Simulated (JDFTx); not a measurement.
HfN: equation of state with PBEsol

Crystal: HfN.

```
Hf N
1.0
     3.13391    0.00000    0.00000
    -1.56695    2.71404    0.00000
     0.00000    0.00000    5.41677
Hf N
2 2
Direct
  0.33333 0.66667 0.25000
  0.66667 0.33333 0.75000
  0.00000 0.00000 0.50000
  0.00000 0.00000 0.00000
```

The cell comes from a database or a generator and needn't be the stable form of this composition.

- Program: JDFTx 1.7.0 (patched build)
- Task: equation of state
- Functional: PBEsol
- Potentials or basis: PseudoDojo-SR-PBEsol-0.4.1-standard with smoothed tails
- Cutoff: 1143 eV
- Density cutoff: 9143 eV
- k mesh: 10 × 10 × 5
- Occupations: fermi-dirac, width 0.05 eV
- Spin: no spin polarisation
- Local potential set to -Z/r beyond: 6 bohr
- Bands: 24
- Density cutoff over wavefunction cutoff: 8
- Max SCF steps: 100
- SCF threshold on the energy: 1e-09 Ha
- Solver of the electrons: scf

The equilibrium volume is 11.38 Å³/atom and the bulk modulus at fixed shape and positions is 281 GPa. The pressure derivative of the bulk modulus is 4.2.

Energy against volume, from the lowest point:
| volume (Å³/atom) | energy (meV/atom) |
| --- | --- |
| 10.827 | 24.96 |
| 11.057 | 7.74 |
| 11.288 | 0.00 |
| 11.518 | 0.79 |
| 11.749 | 9.26 |
| 11.979 | 24.63 |
| 12.209 | 46.21 |

Caveat: the cell was scaled at fixed shape and fractional positions, which overstates the stiffness of a crystal with free parameters, most of all of layers and chains. The run has no spin-orbit coupling, so splittings on Hf are missing.
